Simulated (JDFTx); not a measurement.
# Os under changes of volume

One of the cells (14.716 Å³/atom); the others are scaled copies at fixed shape and fractional positions:

```
CELL_PARAMETERS angstrom
0.00000 1.94500 1.94500
1.94500 0.00000 1.94500
1.94500 1.94500 0.00000
ATOMIC_POSITIONS crystal
Os 0.00000 0.00000 0.00000
```

This isn't the form of Os at room conditions, which is hcp.

| Quantity | Value |
| --- | --- |
| Program | JDFTx 1.7.0 (patched build) |
| Functional | PBE |
| Potentials or basis | PseudoDojo-SR-PBE-0.5-standard |
| Cutoff | 1007 eV |
| Density cutoff | 4027 eV |
| k mesh | 12 × 12 × 12 |
| Occupations | fermi-dirac, width 0.05 eV |
| Spin | no spin polarisation |

| volume (Å³/atom) | energy over the lowest point (meV/atom) | pressure (GPa) |
| --- | --- | --- |
| 13.833 | ? | ? |
| 14.127 | 1.26 | 4.9 |
| 14.422 | 0.00 | -3.3 |
| 14.716 | 12.82 | -10.5 |
| 15.010 | 38.17 | -16.9 |
| 15.305 | 74.60 | -22.6 |
| 15.599 | 120.85 | -27.6 |

Task: What does the run at 13.833 Å³/atom give?

Result: Energy over the lowest point 18.41 meV/atom; pressure 14.0 GPa.

Worked out: A Birch-Murnaghan fit of order 3 (a polynomial in V^(-2/3)) to the other rows has its minimum at 14.30 Å³/atom with B0 = V·E''(V) = 391 GPa and B' = 4.8. It gives 18.37 meV/atom at 13.833 Å³/atom, against the run's 18.41, and -dE/dV = 14.0 GPa, against 14.0.

Energies are extrapolated to zero smearing.
